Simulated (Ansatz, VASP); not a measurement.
## TaN: VASP beside Ansatz

The input INCAR:

```
SYSTEM = TaN
PREC = Accurate ; ENCUT = 520
EDIFF = 1E-7 ; ISMEAR = -1
SIGMA = 0.05 ; LREAL = .False.
LASPH = .True. ; NELM = 100
ALGO = Normal ; ISIF = 2
LWAVE = .False. ; LCHARG = .False.
METAGGA = R2SCAN ; LMIXTAU = .True.
```

Contents of KPOINTS:

```
Automatic mesh
0
Gamma
  10 10 9
  0 0 0
```

Contents of POSCAR:

```
TaN
1.0
    2.9766623284      0.0000000000      0.0000000000
   -1.4883311642      2.5778651949      0.0000000000
    0.0000000000      0.0000000000      2.9209385612
Ta N
1 1
Direct
    0.0000000000      0.0000000000      0.5000000000
    0.6666666667      0.3333333333      0.0000000000
```

Contents of input.yaml:

```yaml
crystal:
  lattice:
    - [2.9766623284, 0.0, 0.0]
    - [-1.4883311642, 2.5778651949, 0.0]
    - [0.0, 0.0, 2.9209385612]
  atoms:
    - { symbol: Ta, position: [0.0, 0.0, 0.5] }
    - { symbol: "N", position: [0.6666666667, 0.3333333333, 0.0] }
hamiltonian:
  xc: r2scan
  pseudopotentials: { kind: paw }
kpoints:
  mp_grid: { grid: [10, 10, 9] }
scf:
  occupations: { method: fermi_dirac, width: 0.05 }
output:
  forces: true
  stress: true
  eigenvalues: true
```

Change from the starting cell: volume scaled by 1.04.

Alike in both runs: task single point; functional r2SCAN; k mesh 10 × 10 × 9; occupations fermi-dirac, width 0.05 eV; no spin polarisation.

```csv
,VASP,Ansatz
version,VASP 6.6.1,Ansatz 0.2.0
potentials or method,"VASP PAW PBE potentials, release 64 (Ta_pv, N)",Ansatz PAW
plane-wave cutoff (eV),520,500
valence electrons in the cell,16,18
```

|  | VASP | Ansatz | Ansatz less VASP |
| --- | --- | --- | --- |
| gap on the k mesh at the Fermi level (eV) | none | none | - |
| pressure (GPa) | -11.8 | -13.2 | -1.38 |
| largest component of the traceless stress (GPa) | 0.41 | 0.55 | +0.139 |

A gap of «none» marks a metal or a gap that the smearing closes. With one functional, cell and mesh, what is left measures potentials, basis and numerics. The two sets of potentials don't hold the same shells in valence.

Caveats: the PAW data sets were made with another functional, which shifts forces and pressure a little (VASP); the PAW data sets come from PBE, with cores solved anew for the run's functional, which leaves a small shift of forces and pressure (Ansatz). The runs have no spin-orbit coupling, so splittings on Ta are missing.
